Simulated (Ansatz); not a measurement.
Reaction (formal exchange of groups at a C–S bond): `CC#CS` + `FC(F)F` → `CC#CC(F)(F)F` + H₂S

Program: Ansatz. Geometries: PBE0-D4/def2-TZVP. ΔE: electronic, gas phase. CBS: MP2 limit from def2 TZ/QZ plus the TZ coupled-cluster correction, frozen cores. This one scheme is used for every species. DFT in def2-TZVPP. B3LYP here is the variant with VWN-RPA as its local correlation; programs differ in this. HSE06 is defined as in plane-wave codes. One conformer a species, not always the lowest.

```csv
level,ΔE (kJ/mol),difference from CCSD(T)/CBS
LDA (SPW92),-6.8,-2.0
PBE-D4,0.0,4.8
PBE0-D4,-0.1,4.7
r2SCANh-D4,-3.6,1.2
r2SCAN0-D4,-2.7,2.1
CAM-B3LYP-D4,-6.4,-1.6
B2PLYP,-1.9,2.9
PBE-QIDH,-0.6,4.2
B3LYP,-1.3,3.5
HSE06,0.5,5.3
LC-ωPBE,-4.1,0.7
RPA@PBE/def2-TZVPP,-7.6,-2.8
SCS-MP2/def2-TZVPP,-2.6,2.2
MP2/def2-QZVPP,-0.5,4.3
SCS-MP2/def2-QZVPP,-1.5,3.3
CCSD/CBS(def2),-5.1,-0.3
CCSD(T)/CBS,-4.8,0
```

Largest T1 diagnostic among the species: 0.012.

Leaving LDA and LC-ωPBE aside and taking each functional with its dispersion term where it has one, the values, not all of them listed here, spread over 9.9 kJ/mol, from B97M-V to revPBE-D4. LDA lies −7.2 kJ/mol from PBE without D4. At CCSD(T), def2-SVP lies −13.1 kJ/mol from the extrapolated value and def2-TZVPP −2.3 kJ/mol.

CCSD(T)/CBS has its own doubt, a few kJ/mol and more with outer-core shells, so smaller differences from it don't rank the levels.
